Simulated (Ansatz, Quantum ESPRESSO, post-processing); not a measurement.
# honeycomb AlP, 2 layers, AB stacking in a field-effect set-up, part 5 of 7

Aim: where the induced charge goes and how the bands change when honeycomb AlP, 2 layers, AB stacking is doped by a gate.

Quantum ESPRESSO 7.5; plane-wave DFT, PBE, PseudoDojo norm-conserving pseudopotentials; geometry by Ansatz 0.2.0 with PAW datasets.

So far. Step 7 (Self-consistent run: charge -0.0538 e against a gate): The run needed 15 iterations to bring the estimated error under 1e-07 Ry. Step 8 (Valence density): The density integrates to 16.054 electrons, as the 16.05 of the input ask.

## 12. Valence density

Contents of g2.rho.in:

```
&inputpp
  prefix = 'g2'
  outdir = './out'
  filplot = 'g2.rho.dat'
  plot_num = 0
/
```

Started as:

```
> OMP_NUM_THREADS=1 mpirun -n 4 pp.x -in g2.rho.in > g2.rho.out
```

Wall time 0.86 s (4 MPI ranks of Arm Neoverse N1, shared host); peak memory 0.11 GiB; 3.1 s of CPU time.

Read from the output:

```
electrons by integration : 15.95 e
```

## 13. Potential by pp.x

plot_num = 11 writes the bare and Hartree potential. It leaves out exchange and correlation, which fade slowly, so it flattens close to the surface.

Contents of g2.pot.in:

```
&inputpp
  prefix = 'g2'
  outdir = './out'
  filplot = 'g2.pot.dat'
  plot_num = 11
/
```

Started as:

```
> OMP_NUM_THREADS=1 mpirun -n 4 pp.x -in g2.pot.in > g2.pot.out
```

Run time: 0.86 s. Hardware: 4 MPI ranks; peak memory 0.11 GiB.

## 14. Band structure: charge 0.0538 e against a gate

Contents of g2.bands.in:

```
&control
  prefix = 'g2.bands'
  outdir = './out'
  pseudo_dir = './pseudo'
  calculation = 'bands'
  tefield = .true.
  dipfield = .true.
  gate = .true.
/
&system
  ibrav = 0
  nat = 4
  ntyp = 2
  ecutwfc = 36
  ecutrho = 144
  occupations = 'smearing'
  smearing = 'fd'
  degauss = 0.004
  edir = 3
  emaxpos = 0.211938
  eopreg = 0.01
  eamp = 0.0
  zgate = 0.223938
  block = .true.
  block_1 = 0.146718
  block_2 = 0.301158
  block_height = 2.0
  tot_charge = 0.0538
  nbnd = 14
/
&electrons
  conv_thr = 1e-07
  mixing_beta = 0.4
  electron_maxstep = 120
  mixing_mode = 'local-TF'
/
ATOMIC_SPECIES
  P   30.9738  P.dojo-sr-pbe-0.4.1-standard.upf
  Al  26.9815  Al.dojo-sr-pbe-0.4.1-standard.upf
CELL_PARAMETERS angstrom
  3.84842375457852 0.00000000000000 0.00000000000000
  -1.92421187728926 3.33283273599249 -0.00000000000000
  0.00000000000000 -0.00000000000000 25.90000000000000
ATOMIC_POSITIONS crystal
  P   0.666666666667 0.333333333333 0.435548607003
  Al  0.333333333333 0.666666666667 0.460694619719
  P   0.000000000000 -0.000000000000 0.565690909389
  Al  0.666666666667 0.333333333333 0.538065863888
K_POINTS crystal_b
4
  0.0000000000 0.0000000000 0.0000000000 14
  0.5000000000 0.0000000000 0.0000000000 14
  0.3333333333 0.3333333333 0.0000000000 14
  0.0000000000 0.0000000000 0.0000000000 1
```

Started as:

```
> cp -r out/g2.save out/g2.bands.save
> cp out/g2.xml out/g2.bands.xml
> OMP_NUM_THREADS=1 mpirun -n 4 pw.x -nk 4 -in g2.bands.in > g2.bands.out
```

What it wrote:

```text
[banner, memory and clock lines left out]
Program PWSCF v.7.5 starts
[citation notice left out]

[...]
Message from routine setup:
[...]
bravais-lattice index     =            0
     lattice parameter (alat)  =       7.2725  a.u.
     unit-cell volume          =    2241.7789 (a.u.)^3
     number of atoms/cell      =            4
     number of atomic types    =            2
     number of electrons       =        15.95
     number of Kohn-Sham states=           14
     kinetic-energy cutoff     =      36.0000  Ry
     charge density cutoff     =     144.0000  Ry
     Exchange-correlation= PBE
                           (   1   4   3   4   0   0   0)

[...]
PseudoPot. # 1 for P  read from file:
     ./pseudo/P.dojo-sr-pbe-0.4.1-standard.upf
     Pseudo is Norm-conserving + core correction, Zval =  5.0
     Generated using ONCVPSP code by D. R. Hamann
     Using radial grid of 1298 points,  6 beta functions with:
                l(1) =   0
                l(2) =   0
                l(3) =   1
                l(4) =   1
                l(5) =   2
                l(6) =   2

     PseudoPot. # 2 for Al read from file:
     ./pseudo/Al.dojo-sr-pbe-0.4.1-standard.upf
     Pseudo is Norm-conserving + core correction, Zval =  3.0
     Generated using ONCVPSP code by D. R. Hamann
     Using radial grid of 1876 points,  6 beta functions with:
                l(1) =   0
                l(2) =   0
                l(3) =   1
                l(4) =   1
                l(5) =   2
                l(6) =   2

     atomic species   valence    mass     pseudopotential
     P                 5.00    30.97380     P ( 1.00)
     Al                3.00    26.98150     Al( 1.00)

      6 Sym. Ops. (no inversion) found

                                    s                        frac. trans.

      isym =  1     identity

 cryst.   s( 1) = (     1          0          0      )
                  (     0          1          0      )
                  (     0          0          1      )

 cart.    s( 1) = (  1.0000000 -0.0000000  0.0000000 )
                  (  0.0000000  1.0000000  0.0000000 )
                  (  0.0000000  0.0000000  1.0000000 )

      isym =  2     120 deg rotation - cryst. axis [0,0,1]

 cryst.   s( 2) = (     0          1          0      )
                  (    -1         -1          0      )
                  (     0          0          1      )

 cart.    s( 2) = ( -0.5000000 -0.8660254  0.0000000 )
                  (  0.8660254 -0.5000000  0.0000000 )
                  (  0.0000000  0.0000000  1.0000000 )

      isym =  3     120 deg rotation - cryst. axis [0,0,-1]

 cryst.   s( 3) = (    -1         -1          0      )
                  (     1          0          0      )
                  (     0          0          1      )

 cart.    s( 3) = ( -0.5000000  0.8660254  0.0000000 )
                  ( -0.8660254 -0.5000000  0.0000000 )
                  (  0.0000000  0.0000000  1.0000000 )

      isym =  4     inv. 180 deg rotation - cart. axis [1,0,0]

 cryst.   s( 4) = (    -1          0          0      )
                  (     1          1          0      )
                  (     0          0          1      )

 cart.    s( 4) = ( -1.0000000  0.0000000  0.0000000 )
                  (  0.0000000  1.0000000  0.0000000 )
                  (  0.0000000  0.0000000  1.0000000 )

      isym =  5     inv. 180 deg rotation - cryst. axis [0,1,0]

 cryst.   s( 5) = (     1          1          0      )
                  (     0         -1          0      )
                  (     0          0          1      )

 cart.    s( 5) = (  0.5000000  0.8660254  0.0000000 )
                  (  0.8660254 -0.5000000  0.0000000 )
                  (  0.0000000  0.0000000  1.0000000 )

      isym =  6     inv. 180 deg rotation - cryst. axis [1,1,0]

 cryst.   s( 6) = (     0         -1          0      )
                  (    -1          0          0      )
                  (     0          0          1      )

 cart.    s( 6) = (  0.5000000 -0.8660254  0.0000000 )
                  ( -0.8660254 -0.5000000  0.0000000 )
                  (  0.0000000  0.0000000  1.0000000 )

[...]
number of k points=    43  Fermi-Dirac smearing, width (Ry)=  0.0040
[...]
Dense  grid:    65263 G-vectors     FFT dimensions: (  27,  27, 192)

     Dynamical RAM for                 wfc:       1.75 MB

     Dynamical RAM for     wfc (w. buffer):       1.75 MB

     Dynamical RAM for           str. fact:       1.99 MB

     Dynamical RAM for           local pot:       0.00 MB

     Dynamical RAM for          nlocal pot:       8.98 MB

     Dynamical RAM for                qrad:       1.93 MB

     Dynamical RAM for          rho,v,vnew:       6.19 MB

     Dynamical RAM for           G-vectors:       4.23 MB

     Dynamical RAM for          h,s,v(r/c):       0.04 MB

     Dynamical RAM for          <psi|beta>:       0.02 MB

     Dynamical RAM for                 psi:       3.49 MB

     Dynamical RAM for                hpsi:       3.49 MB

     Dynamical RAM for      wfcinit/wfcrot:       3.50 MB

     Adding charged plate to compensate the charge of the system - add_gatefield
     see PRB 89, 245406 (2014), works only for 2D systems perpendicular to z
                                i.e. 3rd lattice vector is (0,0,c)

        prefactor of the potential in [Ha a.u.]:     0.007380
               position of the gate within cell:     0.22394
         ion-gate + gate-gate contribution to the total energy:     2.280266
                         gate-gate contribution:     0.003239

        Adding potential to prevent charge spilling into region of the gate
        Potential is linearly increased and decreased within the first/last eopreg of block_size
        block_size =  0.15444 in units of unit cell length
        block_height =  2.00000 in Ry

     The potential is recalculated from file :
     ./out/g2.bands.save/charge-density

     Adding external electric field

     Computed dipole along edir(3) :
        Elec. dipole         -0.9462 Ry au,         -2.4051 Debye
        Ion. dipole          -0.9443 Ry au,         -2.4003 Debye
        Dipole                0.3396 Ry au,          0.8632 Debye
        Dipole field          0.0019 Ry au,

        Potential amp.       -0.1845 Ry
        Total length         48.4545 bohr

     Starting wfcs are   16 randomized atomic wfcs

     Band Structure Calculation
     Davidson diagonalization with overlap

     Computing kpt #:     1  of    11 on this pool

     Computing kpt #:     2  of    11 on this pool

     Computing kpt #:     3  of    11 on this pool

     Computing kpt #:     4  of    11 on this pool

     Computing kpt #:     5  of    11 on this pool

     Computing kpt #:     6  of    11 on this pool

     Computing kpt #:     7  of    11 on this pool

     Computing kpt #:     8  of    11 on this pool

     Computing kpt #:     9  of    11 on this pool

     Computing kpt #:    10  of    11 on this pool

     Computing kpt #:    11  of    11 on this pool

     ethr =  6.27E-10,  avg # of iterations = 70.2

     End of band structure calculation

          k = 0.0000 0.0000 0.0000 (  8079 PWs)   bands (ev):

   -15.1725 -13.7618  -7.8266  -4.6370  -4.6370  -4.1245  -3.7771  -3.7771
    -1.1128  -0.4756   0.4174   0.4174   1.2639   1.4849

          k = 0.0357 0.0206 0.0000 (  8070 PWs)   bands (ev):

   -15.1594 -13.7505  -7.8172  -4.7563  -4.6635  -4.1079  -3.8667  -3.7897
    -1.0344  -0.4072   0.3864   0.4593   1.2736   1.4674

[...]
```

Run time: 50 s. Hardware: 4 MPI ranks; peak memory 0.3 GiB; 3.3 min of CPU time.

This step gave:

- valence top, on the run's zero: -3.703 eV
- conduction bottom, on the run's zero: -2.808 eV
- gap by band count: 0.8946 eV

Band numbers count within the set of bands kept for display. Electronic bands along the path, in eV, zero at the Fermi level; v1 is the highest filled band, c1 the lowest empty one:

```csv
point,v4,v3,v2,v1,c1,c2,c3,c4
Γ,-1.03,-0.52,-0.17,-0.17,2.49,3.13,4.02,4.02
halfway,-2.27,-1.81,-0.68,-0.22,1.86,3.37,4.14,5.30
M,-2.33,-1.92,-1.11,-0.66,0.80,2.77,3.55,4.60
halfway,-3.31,-2.36,-1.62,-0.41,1.49,3.77,4.14,4.78
K,-3.88,-3.20,-1.45,-0.27,1.36,4.05,4.86,6.28
halfway,-2.67,-1.98,-1.42,-0.13,2.39,4.07,4.34,4.66
Γ,-1.03,-0.52,-0.17,-0.17,2.49,3.13,4.02,4.02
```

Along this path the valence top lies between K and Γ and the conduction bottom at M.

## 15. Induced charge

The planar mean oscillates, so the rows of the table below give means over windows of 1 Å about each position, cut where the curve ends. Its maxima inside the range that stand out by 2 % of the span (Å: e/Å³): 11.3: 3.3e-5, 12.5: 5.1e-4, 14.6: 4.0e-4. Its minima: 10.3: -0.00287, 11.7: -2.5e-4, 13.6: -7.2e-4, 15.4: -1.8e-4.

Table of planar mean by z; means over each step:

```csv
z (Å),planar mean (e/Å³)
5,-6.0e-8
6,-9.1e-7
7,-1.3e-5
8,-1.0e-4
9,-6.2e-4
10,-0.00232
11,-9.8e-4
12,3.1e-5
13,3.1e-5
14,-2.5e-4
15,7.1e-5
16,-5.4e-5
17,4.8e-6
18,1.4e-6
19,1.3e-7
```

Table of running integral, electrons below z by z:

z (Å), running integral, electrons below z (e/Å²) and a bar from the least value:
```
        6    0.00000 ##############################
        7    0.00000 ##############################
        8   -0.00005 ##############################
        9   -0.00033 ############################
       10   -0.00184 #################
       11   -0.00399 ##
       12   -0.00413 #
       13   -0.00381 ###
       14   -0.00429 
       15   -0.00408 #
       16   -0.00420 #
       17   -0.00420 #
       18   -0.00419 #
       19   -0.00419 #
       20   -0.00419 #
       21   -0.00419 #
       22   -0.00419 #
       23   -0.00419 #
       24   -0.00419 #
       25   -0.00419 #
```

## 16. SCF with pw.x: charge -0.1344 e against a gate

Contents of g3.in:

```
&control
  prefix = 'g3'
  outdir = './out'
  pseudo_dir = './pseudo'
  calculation = 'scf'
  tprnfor = .true.
  tefield = .true.
  dipfield = .true.
  gate = .true.
/
&system
  ibrav = 0
  nat = 4
  ntyp = 2
  ecutwfc = 36
  ecutrho = 144
  occupations = 'smearing'
  smearing = 'fd'
  degauss = 0.004
  edir = 3
  emaxpos = 0.211938
  eopreg = 0.01
  eamp = 0.0
  zgate = 0.223938
  block = .true.
  block_1 = 0.146718
  block_2 = 0.301158
  block_height = 2.0
  tot_charge = -0.1344
  nbnd = 14
/
&electrons
  conv_thr = 1e-07
  mixing_beta = 0.4
  electron_maxstep = 120
  mixing_mode = 'local-TF'
  startingpot = 'file'
/
ATOMIC_SPECIES
  P   30.9738  P.dojo-sr-pbe-0.4.1-standard.upf
  Al  26.9815  Al.dojo-sr-pbe-0.4.1-standard.upf
CELL_PARAMETERS angstrom
  3.84842375457852 0.00000000000000 0.00000000000000
  -1.92421187728926 3.33283273599249 -0.00000000000000
  0.00000000000000 -0.00000000000000 25.90000000000000
ATOMIC_POSITIONS crystal
  P   0.666666666667 0.333333333333 0.435548607003
  Al  0.333333333333 0.666666666667 0.460694619719
  P   0.000000000000 -0.000000000000 0.565690909389
  Al  0.666666666667 0.333333333333 0.538065863888
K_POINTS automatic
  12 12 1 0 0 0
```

Started as:

```
> cp -r out/g2.save out/g3.save
> OMP_NUM_THREADS=1 mpirun -n 4 pw.x -nk 4 -in g3.in > g3.out
```

What it wrote:

```text
[banner, memory and clock lines left out]
Program PWSCF v.7.5 starts
[...]
Message from routine setup:
[...]
number of electrons       =        16.13
     number of Kohn-Sham states=           14
     kinetic-energy cutoff     =      36.0000  Ry
     charge density cutoff     =     144.0000  Ry
[...]
number of k points=    19  Fermi-Dirac smearing, width (Ry)=  0.0040
[...]
Dense  grid:    65263 G-vectors     FFT dimensions: (  27,  27, 192)
[...]
The initial density is read from file :
[...]
Starting wfcs are   16 randomized atomic wfcs
[...]
negative rho (up, down):  1.296E-02 0.000E+00
[...]
estimated scf accuracy    <       7.36362360 Ry
[...]
negative rho (up, down):  8.145E-03 0.000E+00
[...]
estimated scf accuracy    <       0.65923056 Ry
[...]
negative rho (up, down):  3.635E-03 0.000E+00
[...]
estimated scf accuracy    <       0.20161839 Ry
[...]
negative rho (up, down):  1.358E-03 0.000E+00
[...]
estimated scf accuracy    <       0.01848645 Ry
[...]
negative rho (up, down):  6.292E-04 0.000E+00
[...]
estimated scf accuracy    <       0.00559881 Ry
[...]
negative rho (up, down):  5.339E-05 0.000E+00
[...]
estimated scf accuracy    <       0.00418741 Ry
[...]
negative rho (up, down):  1.643E-04 0.000E+00
[...]
estimated scf accuracy    <       0.00034516 Ry
[...]
negative rho (up, down):  1.126E-04 0.000E+00
[...]
estimated scf accuracy    <       0.00023922 Ry
[...]
negative rho (up, down):  7.731E-04 0.000E+00
[...]
estimated scf accuracy    <       0.00009143 Ry
[...]
negative rho (up, down):  6.733E-04 0.000E+00
[...]
estimated scf accuracy    <       0.00010514 Ry
[...]
negative rho (up, down):  9.201E-04 0.000E+00
[...]
estimated scf accuracy    <       0.00003282 Ry
[...]
negative rho (up, down):  1.013E-03 0.000E+00
[...]
estimated scf accuracy    <       0.00002341 Ry
[...]
negative rho (up, down):  5.735E-04 0.000E+00
[...]
estimated scf accuracy    <       0.00000859 Ry
[...]
negative rho (up, down):  1.360E-04 0.000E+00
[...]
estimated scf accuracy    <       0.00000215 Ry
[...]
negative rho (up, down):  6.316E-05 0.000E+00
[...]
Total length         48.4545 bohr
[...]
estimated scf accuracy    <       0.00000035 Ry
[...]
Computed dipole along edir(3) :
[...]
Dipole               -1.1875 Ry au,         -3.0183 Debye
        Dipole field         -0.0067 Ry au,
        Potential amp.        0.6451 Ry
        Total length         48.4545 bohr
[...]
the Fermi energy is    -1.5995 ev
!    total energy              =     -41.82792484 Ry
     estimated scf accuracy    <       0.00000008 Ry
     smearing contrib. (-TS)   =      -0.00037319 Ry
     internal energy E=F+TS    =     -41.82755164 Ry
[...]
one-electron contribution =    -349.68060528 Ry
     hartree contribution      =     178.47305617 Ry
     xc contribution           =     -12.55071012 Ry
     ewald contribution        =     147.56262125 Ry
     electric field correction =       0.00790455 Ry
     gate field correction     =      -5.63981821 Ry
     convergence has been achieved in  16 iterations
[...]
Total force =     0.018271     Total SCF correction =     0.000150
[...]
```

Run time: 50 s. Hardware: 4 MPI ranks; peak memory 0.41 GiB; 3.3 min of CPU time.

Numbers from this step:

| Item | Value |
| --- | --- |
| Fermi energy | -1.599 eV |

## 17. Density by pp.x

Contents of g3.rho.in:

```
&inputpp
  prefix = 'g3'
  outdir = './out'
  filplot = 'g3.rho.dat'
  plot_num = 0
/
```

Started as:

```
> OMP_NUM_THREADS=1 mpirun -n 4 pp.x -in g3.rho.in > g3.rho.out
```

Run time: 0.86 s. Hardware: 4 MPI ranks; peak memory 0.11 GiB; 3.1 s of CPU time.

Read from the output:

```
electrons by integration : 16.13 e
```

## 18. Potential by pp.x

Contents of g3.pot.in:

```
&inputpp
  prefix = 'g3'
  outdir = './out'
  filplot = 'g3.pot.dat'
  plot_num = 11
/
```

Started as:

```
> OMP_NUM_THREADS=1 mpirun -n 4 pp.x -in g3.pot.in > g3.pot.out
```

Elapsed: 0.86 s, on 4 MPI ranks; peak memory 0.11 GiB.

Each curve counts from the Fermi level of its own run.

The potential energy (4.2×10¹³ electrons per cm²) oscillates, so the rows of the table below give means over windows of 1 Å about each position, cut where the curve ends. Its maxima inside the range that stand out by 2 % of the span (Å: eV): 5.4: 32.6, 7.4: 29.7, 9.4: 3.79, 12.9: -0.832. Its minima: 5.8: 28.5, 7.8: 2.80, 11.6: -13.5, 14.4: -12.1.

The runs together. The potential energy by z; means over each step:

```csv
z (Å),4.2×10¹³ electrons per cm² (eV),4.2×10¹³ holes per cm² (eV),1.05×10¹⁴ electrons per cm² (eV)
0,5.39,6.17,5.22
1,5.39,6.17,5.22
2,5.39,6.17,5.22
3,5.39,6.17,5.22
4,21.0,21.8,20.8
5,32.6,33.4,32.4
6,29.2,35.4,25.2
7,29.3,35.0,25.8
8,7.68,11.8,5.27
9,3.60,6.23,2.27
10,2.90,4.32,2.37
11,-7.44,-6.50,-7.67
12,-9.46,-8.60,-9.64
13,-1.89,-1.10,-2.02
14,-9.44,-8.69,-9.55
15,-5.43,-4.66,-5.57
16,4.24,5.02,4.08
17,5.32,6.11,5.16
18,5.38,6.17,5.22
19,5.39,6.17,5.22
20,5.39,6.17,5.22
21,5.39,6.17,5.22
22,5.39,6.17,5.22
23,5.39,6.17,5.22
24,5.39,6.17,5.22
25,5.39,6.17,5.22
```

[end of part 5 of 7]

[Logs are printed without paths, hosts, clocks, repeated set-up lines and the standing remarks that a program may print on its own settings, such as how far it seeks lower states.]

[Hosts, paths, dates, database ids (printed as entryN), source tags and the programs' standing remarks are cut or masked in the printed files.]

[Maps of the electrostatic potential energy from Ansatz leave out the sawtooth potential of an applied field or a dipole correction, so their vacuum need not be flat; planar profiles and work functions include it.]
